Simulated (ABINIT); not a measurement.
Runs of ABINIT 10.8.3 (patched build) on CuCl2. Symmetry: P4/mmm, No. 123, tetragonal system. Conventional cell: a = 4.521 Å, b = 4.521 Å, c = 4.318 Å, α = 90.00°, β = 90.00°, γ = 90.00°. Around Cu (site symmetry 4/mmm) lie 4 Cl at 2.26 Å. Cl (site symmetry mmm) is surrounded by 2 Cu at 2.26 Å. Measurements of this composition are mostly on another form, of space group No. 12.

| task | level | potentials or basis | cell | k mesh | cutoff (eV) | bands in the sums | broadening (eV) | scissor shift (eV) | tensor components | cell freedom (optcell) | mesh quality | gap on the mesh (eV) | pressure (GPa) | relaxed volume (Å³/atom) |
| --- | --- | --- | --- | --- | --- | --- | --- | --- | --- | --- | --- | --- | --- | --- |
| optical spectrum | PBEsol | PseudoDojo NC SR PBEsol v0.4.1 standard | as given | 8 × 8 × 8, shifted | 1143 | 24 | 0.2 | 0 | [11, 33] | - | not flagged | - | (a) | - |
| relaxation of cell and atoms | LDA | PseudoDojo NC SR LDA v0.4.1 standard | relaxed | 4 × 4 × 4 | 1252 | - | - | - | - | 2 | coarse | none | 0.0 | 23.53 |
| single point | PBEsol | PseudoDojo NC SR PBEsol v0.4.1 standard | as given | 4 × 4 × 4 | 1143 | - | - | - | - | - | coarse | none | -2.1 | - |
| relaxation of cell and atoms | LDA | JTH PAW LDA v2.0 | relaxed | 4 × 4 × 4 | 707 | - | - | - | - | 2 | coarse | none | 0.0 | 23.67 |

Alike in all rows: no spin polarisation; smearing fermi-dirac 0.05 eV.

Problem. Fill in the values left out.

Solution. (a) -2.0.

Caveats: some runs use coarse meshes; the run has no spin polarisation, though such a crystal can be magnetic; an odd number of electrons without spin polarisation forces a metal (some runs); a magnetic or distorted state may lie lower (some runs); semilocal functionals often make such compounds metallic where correlation or magnetic order opens a gap, which also shifts bond lengths (some runs); this functional lacks dispersion, which binds the layers, so the pressure and a relaxed spacing across them are unreliable (some runs); the volume moved by over 15 % at a fixed basis, so the end points are rough (some runs); the intraband (Drude) term is left out (some runs).

A k mesh can miss the band edges.

A gap of «none» marks a metal or a gap under the smearing width.

Not every run made on this cell is shown here.
